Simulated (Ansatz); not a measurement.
## W: energy along a strain

W, Im-3m, a = 3.184 Å. Ansatz: PBE, PAW, 420 eV, Γ-centred 26×26×26 mesh on 1 atom, Gaussian smearing 0.15 eV; no spin polarisation. Cell vectors (Å): -1.592 1.592 1.592; 1.592 -1.592 1.592; 1.592 1.592 -1.592. The cell is strained by x per cent times the pattern (0 1 0 0 0 0) in the order xx yy zz yz xz xy (engineering shears), with fractional coordinates held. y is the free energy over the start, V0 = 16.133 Å³/atom. Points with a strain past 8.5 % were computed too (3) and aren't used here.

```
x (%) y (meV/atom)
-7.50             ?
-5.00         72.02
-2.50         16.97
 0.00          0.00
 2.50         15.12
 5.00         57.23
 7.50        121.63
```

Question: Fit y = c2 x² + c3 x³ to the other rows, get the stiffness along the pattern, and predict the missing energy.

Answer: Least squares on the rows shown. y = 2.5898 x² − 0.057326 x³. The clamped-ion stiffness p·C·p = 2 × 25.90 eV × 160.2 / 16.133 Å³ = 514 GPa, which is C22 in these axes (C11 of the cubic crystal). At x = -7.50 the fit asked for gives 169.86 meV/atom. The run gave 171.98 meV/atom, so the fit is 2.12 meV/atom too low, 1.2 % of the span of the series, against an rms of 0.20 meV/atom on the fitted rows. The row lies outside the fitted range. With a term in x⁴ added, a fit to the same known rows predicts 171.59 meV/atom, so most of the miss is curvature that the known rows already hold.

Spin–orbit coupling is left out, which can shift energies with elements as heavy as these.